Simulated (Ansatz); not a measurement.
NiSi: moving Si off its site

NiSi, Pmmn, a = 3.027 Å, b = 3.273 Å, c = 4.698 Å (as given, not relaxed at this level: -5.1 GPa, forces to 0.12 eV/Å). This isn't the usual stable structure of the compound. Ansatz: PBEsol, PAW, 420 eV, Γ-centred 16×14×10 mesh on 4 atoms, Gaussian smearing 0.15 eV; no spin polarisation.

```
Si Ni
1.0
     3.02662    0.00000    0.00000
     0.00000    3.27350    0.00000
     0.00000    0.00000    4.69776
Si Ni
2 2
Direct
  0.50000 0.50000 0.84230
  0.00000 0.00000 0.15770
  0.50000 0.50000 0.34422
  0.00000 0.00000 0.65578
```

Atom 1 (Si) moves by x along the unit vector (0.000, 1.000, 0.000), with its periodic images; all else is held. y is the free energy of the cell over the start, F the force along the path summed over the moved atoms. Symmetry makes y even in x.

| x (Å) | y (meV) | F (eV/Å) |
| --- | --- | --- |
| -0.200 | 132.2 | 1.34 |
| -0.100 | 32.7 | 0.66 |
| 0.000 | 0.0 | 0.00 |
| 0.025 | 2.0 | -0.16 |
| 0.050 | 8.2 | -0.33 |
| 0.075 | 18.4 | -0.49 |
| 0.125 | 51.2 | -0.82 |
| 0.150 | ? | ? |
| 0.175 | 100.9 | -1.16 |

**Question.** Fit y = c2 x² + c4 x⁴ to the energies of the other rows, give the force constant, and predict energy and force of the missing row.

**Answer.** Least squares on the rows shown. y = 3260 x² + 1120 x⁴. The force constant is 2 c2 = 6.52 eV/Å², for the cell as given, at -5.1 GPa (for all images moving together, not for a lone atom). The force −dy/dx at the missing row is -0.99 eV/Å (computed -0.99). At x = 0.150 the fit asked for gives 73.9 meV. The run gave 74.0 meV, so the fit is 0.1 meV too low, a small miss on the scale of the series.

Cost: 9 runs of about 8.2 core-minutes in all, on Arm Neoverse V2 (shared hosts).